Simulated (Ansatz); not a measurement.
Al:

```
CELL_PARAMETERS angstrom
0.00000 2.02481 2.02481
2.02481 0.00000 2.02481
2.02481 2.02481 0.00000
ATOMIC_POSITIONS crystal
Al 0.00000 0.00000 0.00000
```

```yaml
Program: Ansatz 0.2.0
Task: relaxation of cell and atoms
Functional: revPBE
Dispersion: D4
Potentials_or_basis: Ansatz PAW
Cutoff: "420 eV (not typed: the program's choice for these potentials)"
k_mesh: 11 × 11 × 11
Occupations: fermi-dirac, width 0.05 eV
Spin: no spin polarisation
```

At the start: volume 16.60 Å³/atom.

Q: Where does the relaxation end?

A: It ends after 5 steps and the volume is 15.67 Å³/atom (-5.6 %); space group Fm-3m (No. 225, to 0.05 Å).

The path:
| step | energy change (eV) | largest force (eV/Å) | volume (Å³) |
| --- | --- | --- | --- |
| 1 | 0.0000 | 0.0000 | 16.60 |
| 2 | -0.0140 | 0.0000 | 15.49 |
| 3 | -0.0145 | 0.0000 | 15.69 |
| 4 | -0.0145 | 0.0000 | 15.67 |
| 5 | -0.0142 | 0.0000 | 15.67 |

Final structure:
```cif
data_structure
_symmetry_space_group_name_H-M 'P 1'
_symmetry_Int_Tables_number 1
_cell_length_a 2.8090
_cell_length_b 2.8090
_cell_length_c 2.8090
_cell_angle_alpha 60.000
_cell_angle_beta 60.000
_cell_angle_gamma 60.000
_cell_volume 15.67
loop_
_atom_site_label
_atom_site_type_symbol
_atom_site_fract_x
_atom_site_fract_y
_atom_site_fract_z
_atom_site_occupancy
Al1 Al 0.00000 0.00000 0.00000 1
```

The cell as given is a measured one (16.60 Å³/atom); revPBE+D4 puts the equilibrium volume -5.6 % from it, thermal expansion not counted.

Caveat: the plane-wave basis is chosen anew once the cell has moved, so the energies of steps on either side of that aren't comparable; pairwise dispersion overbinds metals, which lowers pressure and volume; the PAW data sets come from PBE, with cores solved anew for the run's functional, which leaves a small shift of forces and pressure.
